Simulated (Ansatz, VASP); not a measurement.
**Two plane-wave programs on Sc**

```xyz
2
Lattice="1.6072 0.9279 5.2835 -1.6072 0.9279 5.2835 0.0000 -1.8558 5.2835" Properties=species:S:1:pos:R:3 pbc="T T T"
Sc    0.0000    0.0000    3.9626
Sc    0.0000    0.0000   11.8880
```

Alike in both runs: functional PBEsol; k mesh 6 × 6 × 6; occupations gaussian, width 0.1 eV; no spin polarisation.

Ansatz relaxed the structure, and its values are those at the end. VASP's run is a single point on that final structure, the one shown.

```csv
,VASP,Ansatz
version,VASP 6.6.1,Ansatz 0.2.0
potentials or method,"VASP PAW PBE potentials, release 64 (Sc_sv)","scalar-relativistic, plane waves, PAW"
plane-wave cutoff (eV),520,420
valence electrons in the cell,22,22
```

|  | VASP | Ansatz | Ansatz less VASP |
| --- | --- | --- | --- |
| gap on the k mesh at the Fermi level (eV) | none | none | - |
| pressure (GPa) | 0.0 | 0.0 | +0.01 |

A gap of «none» marks a metal or a gap that the smearing closes.

Caveats: the k mesh is coarse (spacing up to 0.38 Å⁻¹), so the values aren't converged; the PAW data sets were made with another functional, which shifts forces and pressure a little (VASP).
